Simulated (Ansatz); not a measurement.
**Li: one input, then a changed one**

Structure: COD 9011003, as refined from experiment and not relaxed. The listed cell was then made from it by scaling, straining or moving an atom.

First run: DFT, PBE, PAW with Ansatz's default frozen-core files, scalar-relativistic (Ansatz 0.2.0).

Command: `ansatz run input.yaml --threads 1 --pin off --max-ram 2048MiB --backend cpu --events-out ev --progress --plain --runs-dir out` The run took 5.9 s on 1 thread of Arm Neoverse V1, on a shared host, peak memory 0.33 GiB.

```yaml
crystal:
  lattice:
    - [3.1110021516, 0.0, 0.0]
    - [-1.5555010758, 2.6942068945, 0.0]
    - [0.0, 0.0, 5.093]
  atoms:
    - { symbol: Li, position: [0.3333333333, 0.6666666667, 0.25] }
    - { symbol: Li, position: [0.6666666667, 0.3333333333, 0.7598173964] }
kpoints:
  mp_grid: { grid: [15, 15, 8] }
scf:
  occupations: { method: fermi_dirac, width: 0.03 }
hamiltonian:
  xc: pbe
  pseudopotentials: { kind: paw }
output:
  forces: true
  stress: true
  eigenvalues: true
  efg: { contact_densities: true }
  write_density: true
  write_potential: true
  elf: true
  volumetric_format: npy
```

Result: converged; pressure -0.67 GPa; largest force 0.056 eV/Å; no gap on the k mesh; 6 SCF iterations.

A second input differs as follows:

```diff
@@ -11,4 +11,5 @@
 scf:
   occupations: { method: fermi_dirac, width: 0.03 }
+  max_iter: 60
 hamiltonian:
   xc: pbe
@@ -19,7 +20,4 @@
   eigenvalues: true
   efg: { contact_densities: true }
-  write_density: true
-  write_potential: true
-  elf: true
-  volumetric_format: npy
+total_charge: 10
```

What is wrong with it, and what does the program do?

The fault is a charge that the system can't hold (a charged periodic cell is solved on a neutralising background, which makes energy and pressure unphysical). The run refused before any iteration. The log ends:
```
Error: inconsistent input (total_charge): 10 leaves -4.000 electrons of the 6 valence electrons — a charged cell must keep at least one electron
```
